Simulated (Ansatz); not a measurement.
**Formulas on structure types**

Computed with DFT r2SCAN, scalar-relativistic, plane waves, PAW (Ansatz). All cells share a 500 eV cutoff and Γ-centred k meshes spaced at most 0.3 Å⁻¹ (0.19 for metals, 2π included).

Each formula was placed on the sites of the named type and relaxed at zero pressure without lowering the symmetry. No run is spin-polarised. The smearing is 0.1 eV for metals and 0.01 to 0.02 eV otherwise. The zero of energy is the elements' standard structures at the same level; no fitted shifts are applied.

For metals, differences of a few meV/atom aren't resolved. No dispersion correction is applied, so the spacing between layers, chains or molecules is poorly fixed, and with it the volume and density (Se Fmmm).

```csv
formula,started on type,final group,a or a / b (Å),c (Å),V (Å³/atom),E over elements (eV/atom),gap on mesh (eV)
P,bcc,Im-3m,3.06,3.06,14.3,0.91,0.00
Se,hcp,P6_3/mmc,3.67,3.80,22.1,0.46,0.00
Se,iodine,Fmmm,4.66 / 4.72,10.27,28.2,0.19,0.00
Se,graphite,P6_3/mmc,4.59,5.55,25.3,0.53,0.00
Se,beta-tungsten (A15),Pm-3n,5.50,5.50,20.8,0.93,0.00
```